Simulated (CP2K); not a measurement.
Runs of CP2K 2026.2 on Tc. Symmetry: P6_3/mmc, No. 194, hexagonal system. The conventional cell has a = 2.740 Å, b = 2.740 Å, c = 4.398 Å, α = 90.00°, β = 90.00°, γ = 120.00°. Around Tc (site symmetry -6m2) lie 12 Tc at 2.71 to 2.74 Å. 

| level | cutoff of the non-local correlation (Ry) | gap on the mesh (eV) | pressure (GPa) |
| --- | --- | --- | --- |
| HLE17 | - | none | -24.6 |
| BEEF-vdW | 300 | none | (a) |
| WC | - | none | (b) |
| LDA | - | none | -6.9 |
| PBEsol | - | none | -2.1 |
| optB88-vdW | 300 | none | 7.5 |

Alike in all rows: task band structure; potentials or basis POTENTIAL_UZH Tc GTH-PBE-q15; TZVP-MOLOPT-PBE-GTH basis; no spin polarisation; cell as given; k mesh 11 × 11 × 6; smearing fermi-dirac 0.05 eV.

**Question.** Fill in the values left out.

**Answer.** (a) 9.1; (b) -0.2.

Caveats: the potentials were made for another functional, which shifts forces and pressure; the basis of atomic orbitals isn't converged, which shifts pressures, moduli and gaps; the potentials were made for a functional far from this one (some runs).

A k mesh can miss the band edges, and the runs leave out spin-orbit coupling on Tc.

A gap of «none» marks a metal or a gap under the smearing width.

Runs at the PBE level aren't shown here.
